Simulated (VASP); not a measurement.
# LiF (Griceite) (Fm-3m) in VASP: settings compared

The runs below take LiF (Griceite) through single point, relaxation of cell and atoms, with PBE, HSE06, revPBE+D3.

All numbers are computed with VASP 6.6.1; they aren't measurements. Logs are shortened: lines on timing, memory, paths and dates and some standing lists are left out, and cuts for length are marked.

### Step 1. The structure

It takes space group Fm-3m (No. 225, cubic). Conventional cell: a = 4.028 Å, b = 4.028 Å, c = 4.028 Å, α = 90.00°, β = 90.00°, γ = 90.00°. F (site symmetry m-3m) is surrounded by 6 Li at 2.01 Å. Li (site symmetry m-3m) is surrounded by 6 F at 2.01 Å.

### Step 2. Single point, PBE

Contents of INCAR:

```
SYSTEM = LiF
ALGO     = Fast           ! electronic algorithm
EDIFF    = 1E-7           ! SCF threshold, eV
ENCUT    = 520            ! plane-wave cutoff, eV
GGA      = PE             ! functional
ISIF     = 2              ! what is computed and relaxed
ISMEAR   = 0              ! smearing method
LASPH    = .True.         ! aspherical terms in the spheres
LCHARG   = .False.        ! write CHGCAR
LREAL    = .False.        ! projectors in reciprocal space
LWAVE    = .False.        ! write WAVECAR
NBANDS   = 12             ! bands
NELM     = 80             ! most SCF steps
PREC     = Accurate       ! precision mode
SIGMA    = 0.017          ! smearing width, eV
```

Contents of KPOINTS:

```
k-points
0
Gamma
  11 11 11
  0 0 0
```

Contents of POSCAR:

```
LiF
1.0
    0.0000000000      2.0140000000      2.0140000000
    2.0140000000      0.0000000000      2.0140000000
    2.0140000000      2.0140000000      0.0000000000
F Li
1 1
Direct
    0.5000000000      0.5000000000      0.5000000000
    0.0000000000      0.0000000000      0.0000000000
```

Potentials or basis: VASP PAW PBE potentials, release 64 (F, Li_sv).

Command:

```
$ cat potpaw_PBE.64/F/POTCAR potpaw_PBE.64/Li_sv/POTCAR > POTCAR
$ mpirun -np 1 vasp_std > vasp.out
```

OUTCAR:

```text
SYSTEM = LiF
   EDIFF = 1E-7
   ENCUT = 520
   GGA = PE
   ISIF = 2
   ISMEAR = 0
   LASPH = .True.
   LREAL = .False.
   NELM = 80
   PREC = Accurate

 ion  position               nearest neighbor table
   1  0.500  0.500  0.500-   2 2.01   2 2.01   2 2.01   2 2.01   2 2.01   2 2.01
   2  0.000  0.000  0.000-   1 2.01   1 2.01   1 2.01   1 2.01   1 2.01   1 2.01

  LATTYP: Found a face centered cubic cell.
 ALAT       =     4.0280000000

  Lattice vectors:

 A1 = (   0.0000000000,   2.0140000000,   2.0140000000)
 A2 = (   2.0140000000,   0.0000000000,   2.0140000000)
 A3 = (   2.0140000000,   2.0140000000,   0.0000000000)

Analysis of symmetry for initial positions (statically):
=====================================================================
 Subroutine PRICEL returns:
 Original cell was already a primitive cell.

 Routine SETGRP: Setting up the symmetry group for a
 face centered cubic supercell.

 Subroutine GETGRP returns: Found 48 space group operations
 (whereof 48 operations were pure point group operations)
 out of a pool of 48 trial point group operations.

The static configuration has the point symmetry O_h .

Analysis of symmetry for dynamics (positions and initial velocities):
=====================================================================
 Subroutine PRICEL returns:
 Original cell was already a primitive cell.

 Routine SETGRP: Setting up the symmetry group for a
 face centered cubic supercell.

 Subroutine GETGRP returns: Found 48 space group operations
 (whereof 48 operations were pure point group operations)
 out of a pool of 48 trial point group operations.

The dynamic configuration has the point symmetry O_h .

 Subroutine INISYM returns: Found 48 space group operations
 (whereof 48 operations are pure point group operations),
 and found     1 'primitive' translations

----------------------------------------------------------------------------------------

                                     Primitive cell

  volume of cell :      16.3384

  direct lattice vectors                    reciprocal lattice vectors
     0.000000000  2.014000000  2.014000000    -0.248262165  0.248262165  0.248262165
     2.014000000  0.000000000  2.014000000     0.248262165 -0.248262165  0.248262165
     2.014000000  2.014000000  0.000000000     0.248262165  0.248262165 -0.248262165

  length of vectors
     2.848226115  2.848226115  2.848226115     0.430002683  0.430002683  0.430002683

  position of ions in fractional coordinates (direct lattice)
     0.500000000  0.500000000  0.500000000
     0.000000000  0.000000000  0.000000000

  ion indices of the primitive-cell ions
   primitive index   ion index
                 1           1
                 2           2

----------------------------------------------------------------------------------------

 KPOINTS: k-points

Automatic generation of k-mesh.
 Grid dimensions read from file:
 generate k-points for:   11   11   11

 Generating k-lattice:

  Cartesian coordinates                     Fractional coordinates (reciprocal lattice)
    -0.022569288  0.022569288  0.022569288     0.090909091  0.000000000  0.000000000
     0.022569288 -0.022569288  0.022569288     0.000000000  0.090909091  0.000000000
     0.022569288  0.022569288 -0.022569288     0.000000000  0.000000000  0.090909091

  Length of vectors
     0.039091153  0.039091153  0.039091153

  Shift w.r.t. Gamma in fractional coordinates (k-lattice)
     0.000000000  0.000000000  0.000000000

 Subroutine IBZKPT returns following result:
 ===========================================

 Found     56 irreducible k-points:

 Following reciprocal coordinates:
            Coordinates               Weight
  0.000000  0.000000  0.000000      1.000000
  0.090909  0.000000  0.000000      8.000000
  0.181818  0.000000  0.000000      8.000000
  0.272727  0.000000  0.000000      8.000000
  0.363636  0.000000  0.000000      8.000000
  0.454545  0.000000  0.000000      8.000000
[... 16 lines left out ...]
 -0.272727  0.181818  0.000000     24.000000
 -0.181818  0.181818  0.000000     12.000000
 [... further k-points ...]
   k-points           NKPTS =     56   k-points in BZ     NKDIM =     56   number of bands    NBANDS=     12
   number of dos      NEDOS =    301   number of ions     NIONS =      2
   total plane-waves  NPLWV =  13824
   dimension x,y,z NGX =    24 NGY =   24 NGZ =   24
   dimension x,y,z NGXF=    48 NGYF=   48 NGZF=   48
   ions per type =               1   1
   NGX,Y,Z   is equivalent  to a cutoff of  14.01, 14.01, 14.01 a.u.
   NGXF,Y,Z  is equivalent  to a cutoff of  28.02, 28.02, 28.02 a.u.
 SYSTEM =  LiF
   PREC   = accura    normal or accurate (medium, high low for compatibility)
   ISTART =      0    job   : 0-new  1-cont  2-samecut
   ICHARG =      2    charge: 1-file 2-atom 10-const
   ISPIN  =      1    spin polarized calculation?
   LNONCOLLINEAR =      F non collinear calculations
   LSORBIT =      F    spin-orbit coupling
   LASPH  =      T    aspherical Exc in radial PAW
   ENCUT  =  520.0 eV  38.22 Ry    6.18 a.u.   5.30  5.30  5.30*2*pi/ulx,y,z
   NELM   =     80;   NELMIN=  2; NELMDL= -5     # of ELM steps
   EDIFF  = 0.1E-06   stopping-criterion for ELM
   LREAL  =      F    real-space projection
   EDIFFG = 0.1E-05   stopping-criterion for IOM
   NSW    =      0    number of steps for IOM
   IBRION =     -1    ionic relax: 0-MD 1-quasi-New 2-CG
   NFREE  =      0    steps in history (QN), initial steepest desc. (CG)
   ISIF   =      2    stress and relaxation
   ISYM   =      2    0-nonsym 1-usesym 2-fastsym
   POTIM  = 0.5000    time-step for ionic-motion
   TEBEG  =    0.0;   TEEND  =   0.0 temperature during run
   PSTRESS=    0.0 pullay stress
   NELECT =      10.0000    total number of electrons
   NUPDOWN=      -1.0000    fix difference up-down
   EMIN   =  10.00;   EMAX   =-10.00  energy-range for DOS
   EFERMI =   0.00;   METHOD = LEGACY
   ISMEAR =     0;   SIGMA  =   0.02  broadening in eV -4-tet -1-fermi 0-gaus
   EFERMI_NEDOS =   21; number of points for ismear=-14 and -15
   IALGO  =     68    algorithm
   IMIX   =      4    mixing-type and parameters
     AMIX     =   0.40;   BMIX     =  1.00
     AMIX_MAG =   1.60;   BMIX_MAG =  1.00
  volume/ion in A,a.u.               =       8.17        55.13
  Fermi-wavevector in a.u.,A,eV,Ry     =   1.389970  2.626662 26.286674  1.932016
  Thomas-Fermi vector in A             =   2.513950
   LORBIT       =      0    0 simple, 1 ext, 2 COOP (PROOUT), +10 PAW based schemes
   GGA     = PE    functional components
   LHFCALC =     F    Hartree Fock is set to
   AEXX    =    0.0000 exact exchange contribution
   IVDW    =     0    specifies the selected vdW correction
   LEPSILON=     F    determine dielectric tensor
   LRPA    =     F    only Hartree local field effects (RPA)
 non-spin polarized calculation
 RMM-DIIS sequential band-by-band and
 Gauss-broadening in eV      SIGMA  =   0.02
  energy-cutoff  :      520.00
  volume of cell :       16.34
 maximum number of plane-waves:       459
 NGX is ok and might be reduce to    24
   NGX = 11   NGY = 11   NGZ = 11

 number of electron      10.0000000 magnetization

 number of electron       9.9999992 magnetization

 Free energy of the ion-electron system (eV)
  ---------------------------------------------------
  ext. energy  EPLUGINS =         0.00000000
  ---------------------------------------------------
  free energy    TOTEN  =        -9.63756031 eV

  energy without entropy =       -9.63756031  energy(sigma->0) =       -9.63756031

 E-fermi :  -0.9272     XC(G=0):  -9.9825

 val. band max:       -1.0187211890   @ k =   0.0000   0.0000   0.0000
 cond. band min:       8.0685269800   @ k =   0.0000   0.0000   0.0000
 fundamental gap:      9.0872481690
 Fermi energy:        -0.9272368787

 k-point     1 :       0.0000    0.0000    0.0000
  band No.  band energies     occupation
      1     -41.9387      2.00000
      2     -20.9937      2.00000
      3      -1.0187      2.00000
      4      -1.0187      2.00000
      5      -1.0187      2.00000
      6       8.0685      0.00000
      7      22.9475      0.00000
      8      22.9475      0.00000
      9      22.9475      0.00000
     10      23.3054      0.00000
     11      23.3054      0.00000
     12      23.3054      0.00000

 k-point     2 :       0.0909    0.0000    0.0000
  band No.  band energies     occupation
      1     -41.9339      2.00000
      2     -20.9606      2.00000
      3      -1.2589      2.00000
      4      -1.0378      2.00000
      5      -1.0378      2.00000
      6       8.3151      0.00000
      7      20.5254      0.00000
      8      21.8295      0.00000
      9      21.8295      0.00000
     10      24.2419      0.00000
     11      24.2419      0.00000
     12      24.3244      0.00000

 k-point     3 :       0.1818    0.0000    0.0000
  band No.  band energies     occupation
      1     -41.9215      2.00000
      2     -20.8722      2.00000
      3      -1.8554      2.00000
      4      -1.0882      2.00000
      5      -1.0882      2.00000
      6       8.8892      0.00000
      7      18.1782      0.00000
      8      20.4618      0.00000
      9      20.4618      0.00000
     10      25.1628      0.00000
     11      25.4288      0.00000
     12      25.4288      0.00000
[... 286 lines left out ...]
 k-point    23 :      -0.2727    0.1818    0.0000
  band No.  band energies     occupation
      1     -41.8865      2.00000
      2     -20.5873      2.00000
      3      -2.8957      2.00000
      4      -1.9997      2.00000
      5      -1.1963      2.00000
      6      10.5969      0.00000
      7      15.1922      0.00000
      8      18.5429      0.00000
      9      18.5698      0.00000
     10      27.2806      0.00000
     11      27.3715      0.00000
     12      28.8869      0.00000

 k-point    24 :      -0.1818    0.1818    0.0000
  band No.  band energies     occupation
      1     -41.9000      2.00000
      2     -20.7027      2.00000
      3      -2.4742      2.00000
      4      -1.7328      2.00000
      5      -1.0937      2.00000
      6       9.9765      0.00000
      7      16.0875      0.00000
      8      18.9667      0.00000
      9      19.2461      0.00000
     10      25.7370      0.00000
     11      26.1526      0.00000
     12      29.0897      0.00000

 [... further k-points ...]
[... 5 lines left out ...]
  --------------------------------------------------------------------------------------
  -------------------------------------------------------------------------------------
  Total        0.1709482      0.1709482      0.1709482      0.0000000     -0.0000000      0.0000000
  in kB       16.7635769     16.7635769     16.7635769      0.0000000     -0.0000000      0.0000000
  external PRESSURE =      16.7635769 kB  Pullay stress =       0.0000000 kB

 VOLUME and BASIS-vectors are now :
 -----------------------------------------------------------------------------
  energy-cutoff  :      520.00
  volume of cell :       16.34
      direct lattice vectors                 reciprocal lattice vectors
     0.000000000  2.014000000  2.014000000    -0.248262165  0.248262165  0.248262165
     2.014000000  0.000000000  2.014000000     0.248262165 -0.248262165  0.248262165
     2.014000000  2.014000000  0.000000000     0.248262165  0.248262165 -0.248262165

 POSITION                                       TOTAL-FORCE (eV/Angst)
 -----------------------------------------------------------------------------------
      2.01400      2.01400      2.01400         0.000000     -0.000000     -0.000000
      0.00000      0.00000      0.00000        -0.000000      0.000000      0.000000
 -----------------------------------------------------------------------------------
    total drift:                               -0.000000     -0.000000      0.000000

  FREE ENERGIE OF THE ION-ELECTRON SYSTEM (eV)
  ---------------------------------------------------
  free  energy   TOTEN  =        -9.6375603113 eV

  energy  without entropy=       -9.6375603113  energy(sigma->0) =       -9.63756031
```

Wall time 6.3 s (1 thread of Intel Xeon 6975P-C (Granite Rapids), shared host); peak memory 0.13 GiB.

Results:

```yaml
Free_energy: -9.6376 eV
Band_gap_on_the_k_mesh: 9.09 eV, direct
```

Levels at points of the mesh, in eV from the valence-band top:
```csv
k point,band 2,band 3,band 4,band 5,band 6,band 7,band 8,band 9
"(0.00, 0.00, 0.00)",-19.98,0.00,0.00,0.00,9.09,23.97,23.97,23.97
```

Caveat: the cutoff is under 1.25 times the usual one of these potentials, so pressure, stress and relaxed cells hold a basis-set (Pulay) error; an odd mesh through Γ misses points on the zone boundary, where band edges often lie.

### Step 3. Relaxation of cell and atoms, HSE06

POSCAR is that of step 2.

Contents of INCAR.step1:

```
SYSTEM = LiF
PREC = Accurate
ENCUT = 600
EDIFF = 1E-5
ISMEAR = -1
SIGMA = 0.05
LREAL = .False.
LASPH = .True.
NELM = 80
ALGO = Normal
LWAVE = .True.
LCHARG = .False.
GGA = PE
```

Contents of INCAR.step2:

```
SYSTEM = LiF
PREC = Accurate
ENCUT = 600
EDIFF = 1E-6
ISMEAR = -1
SIGMA = 0.05
LREAL = .False.
LASPH = .True.
NELM = 80
ALGO = Normal
ISIF = 3
LWAVE = .False.
LCHARG = .False.
GGA = PE
LHFCALC = .True.
HFSCREEN = 0.2
PRECFOCK = Fast
IBRION = 2
NSW = 40
EDIFFG = -0.01
ISTART = 1
```

Contents of KPOINTS:

```
Automatic mesh
0
Gamma
  6 6 6
  0 0 0
```

Potentials or basis: VASP PAW PBE potentials, release 64 (F, Li_sv).

Command:

```
$ cat potpaw_PBE.64/F/POTCAR potpaw_PBE.64/Li_sv/POTCAR > POTCAR
$ cp INCAR.step1 INCAR
$ mpirun -np 1 vasp_std > vasp.out
$ cp INCAR.step2 INCAR
$ mpirun -np 1 vasp_std > vasp.out
```

It took 2.2 min on 1 thread of Intel Xeon 6975P-C (Granite Rapids), shared host; peak memory 0.24 GiB.

Results (log left out):

| Property | Result |
| --- | --- |
| Free energy | -11.4086 eV |
| Relaxed volume | 7.99 Å³/atom |
| Relaxed cell | a = 2.827 Å, b = 2.827 Å, c = 2.827 Å, α = 60.00°, β = 60.00°, γ = 60.00° |
| Space group after relaxing (to 0.05 Å) | Fm-3m (No. 225) |
| Energy gained by relaxing | 0.8 meV/atom |
| Ionic steps | 3 |
| Pressure after relaxing | 0.0 GPa |
| Band gap on the k mesh | 11.63 eV, direct |

The path:
| step | energy change (eV) | largest force (eV/Å) | pressure (GPa) | volume (Å³) |
| --- | --- | --- | --- | --- |
| 1 | 0.0000 | 0.0000 | -1.52 | 16.34 |
| 2 | -0.0013 | 0.0000 | -0.75 | 16.16 |
| 3 | -0.0016 | 0.0000 | 0.03 | 15.98 |

Final structure:
```xyz
2
Lattice="0.0000 1.9993 1.9993 1.9993 0.0000 1.9993 1.9993 1.9993 0.0000" Properties=species:S:1:pos:R:3 pbc="T T T"
F     1.9993    1.9993    1.9993
Li    0.0000    0.0000    0.0000
```

Levels at points of the mesh, in eV from the valence-band top:
```csv
k point,band 3,band 4,band 5,band 6,band 7,band 8
"(0.00, 0.00, 0.00)",0.00,0.00,0.00,11.63,26.93,26.93
"(0.50, 0.00, 0.00)",-2.73,-0.26,-0.26,13.26,19.70,21.60
"(0.50, 0.50, 0.00)",-3.22,-1.09,-1.09,17.65,18.91,20.30
```

Caveat: the k mesh is coarse (spacing up to 0.45 Å⁻¹), so the values aren't converged, least of all with exact exchange; the cutoff is under 1.25 times the usual one of these potentials, so pressure, stress and relaxed cells hold a basis-set (Pulay) error; the PAW data sets were made with another functional, which shifts forces and pressure a little.

[end of part 1 of 2]
